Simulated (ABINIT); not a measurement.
Runs of ABINIT 10.8.3 (patched build) on SrO. Symmetry: Fm-3m, No. 225, cubic system. Conventional cell: a = 5.133 Å, b = 5.133 Å, c = 5.133 Å, α = 90.00°, β = 90.00°, γ = 90.00°. Sr (site symmetry m-3m) has 6 O at 2.57 Å as nearest neighbours. Around O (site symmetry m-3m) lie 6 Sr at 2.57 Å. 

```csv
task,level,potentials or basis,k mesh,gap on the mesh (eV),pressure (GPa),V0 of scaled cells (Å³/atom),B0 (GPa)
single point,LDA,JTH PAW LDA v2.0,12 × 12 × 12,(b),-4.1,-,-
band structure,LDA-PZ,JTH PAW LDA v2.0,9 × 9 × 9,3.21,-4.1,-,-
equation of state,LDA-PZ,JTH PAW LDA v2.0,9 × 9 × 9,-,-,16.22,104
equation of state,PW91,JTH PAW PBE v2.0,9 × 9 × 9,-,-,17.40,(a)
band structure,HCTH407,JTH PAW PBE v2.0,9 × 9 × 9,3.83,5.5,-,-
```

Alike in all rows: no spin polarisation; cell as given; cutoff (eV) 626; smearing fermi-dirac 0.05 eV.

Q: Fill in the values left out.

A: (a) 86; (b) 3.15.

Caveats: pressures at fixed basis lie under the slope of the energies (some runs); the PAW data sets were made with another functional, which shifts forces and pressure a little (some runs).

A k mesh can miss the band edges, and the runs leave out spin-orbit coupling on Sr.

Runs at the PBE level aren't shown here.
